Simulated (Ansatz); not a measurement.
# Sn: pressure against volume

Sn, I4_1/amd, a = 5.859 Å, c = 3.214 Å. Ansatz: r2SCAN, PAW, 500 eV, Γ-centred 14×14×14 mesh on 2 atoms, Gaussian smearing 0.10 eV; no spin polarisation. Shape and atoms are relaxed at each volume; pressure is positive in compression.

```
V (Å³/atom) P (GPa)
     24.274     9.41
     25.102     6.41
     25.929     3.89
     26.757        ?
     27.584     0.00
     28.412    -1.49
     29.239    -2.73
     30.343    -4.05
```

**Question.** Take V0 = 27.584 Å³/atom, fit the third-order Birch–Murnaghan form to the other rows, and predict the missing pressure.

**Answer.** With the Eulerian strain f = ½[(V0/V)^(2/3) − 1] and y = P/[3f(1 + 2f)^(5/2)], the form is the line y = B0 + 1.5 B0 (B0′ − 4) f. Rows (f, y): 0.04448, 57.0; 0.03244, 56.3; 0.02106, 55.5; -0.00976, 53.5; -0.01905, 52.6; -0.03079, 51.4. Means f = 0.006397, y = 54.383; Σ(Δf)² = 0.004635, ΣΔfΔy = 0.3365; the slope is their ratio. y = 53.92 + 72.61 f GPa, so B0 = 53.9 GPa and B0′ = 4 + 2 × (72.61)/(3 × 53.92) = 4.90. At V = 26.757, f = 0.01025, y = 54.66 and P = 1.77 GPa. The run gave 1.77 GPa, the same to the digits shown.